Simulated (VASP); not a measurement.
Al:

```
Al
1.0
     0.00000    2.02481    2.02481
     2.02481    0.00000    2.02481
     2.02481    2.02481    0.00000
Al
1
Direct
  0.00000 0.00000 0.00000
```

- Program: VASP 6.6.1
- Task: relaxation of cell and atoms
- Functional: HSEsol
- Potentials or basis: VASP PAW PBE potentials, release 64 (Al)
- Cutoff: 600 eV
- k mesh: 6 × 6 × 6
- Occupations: fermi-dirac, width 0.05 eV
- Spin: no spin polarisation

At the start: pressure -1.9 GPa; volume 16.60 Å³/atom.

Problem. Where does the relaxation end?

Solution. Over 3 steps the energy falls by 2.5 meV/atom and the volume is 16.19 Å³/atom (-2.5 %); space group Fm-3m (No. 225, to 0.05 Å).

The path:
```tsv
step	energy change (eV)	largest force (eV/Å)	pressure (GPa)	volume (Å³)
1	0.0000	0.0000	-1.94	16.60
2	-0.0024	0.0000	0.35	16.12
3	-0.0025	0.0000	0.02	16.19
```

Final structure:
```
CELL_PARAMETERS angstrom
0.00000 2.00804 2.00804
2.00804 0.00000 2.00804
2.00804 2.00804 0.00000
ATOMIC_POSITIONS crystal
Al 0.00000 0.00000 0.00000
```

Caveat: the k mesh is coarse (spacing up to 0.45 Å⁻¹), so the values aren't converged, least of all with exact exchange; the PAW data sets were made with another functional, which shifts forces and pressure a little.
